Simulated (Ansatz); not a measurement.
**Cs under changes of volume**

One of the cells (122.477 Å³/atom); the others are scaled copies at fixed shape and fractional positions:

```
Cs
1.0
    -3.12847    3.12847    3.12847
     3.12847   -3.12847    3.12847
     3.12847    3.12847   -3.12847
Cs
1
Direct
  0.00000 0.00000 0.00000
```

* Program: Ansatz 0.2.0
* Functional: PBE
* Potentials or basis: Ansatz PAW
* Cutoff: 420 eV (not typed: the program's choice for these potentials)
* k mesh: 6 × 6 × 6
* Occupations: fermi-dirac, width 0.05 eV
* Spin: no spin polarisation

| volume (Å³/atom) | energy over the lowest point (meV/atom) | pressure (GPa) |
| --- | --- | --- |
| 115.128 | 0.32 | 0.0 |
| 117.578 | 0.00 | 0.0 |
| 120.027 | 0.29 | 0.0 |
| 122.477 | ? | ? |
| 124.926 | 2.48 | -0.1 |
| 127.376 | 4.29 | -0.1 |
| 129.825 | 6.53 | -0.2 |

Q: What does the run at 122.477 Å³/atom give?

A: Energy over the lowest point 1.13 meV/atom; pressure -0.1 GPa.

Worked out: A Birch-Murnaghan fit of order 3 (a polynomial in V^(-2/3)) to the other rows has its minimum at 117.60 Å³/atom with B0 = V·E''(V) = 1.9 GPa and B' = 3.3. It gives 1.13 meV/atom at 122.477 Å³/atom, against the run's 1.13, and -dE/dV = -0.1 GPa, against -0.1.

Energies are extrapolated to zero smearing.
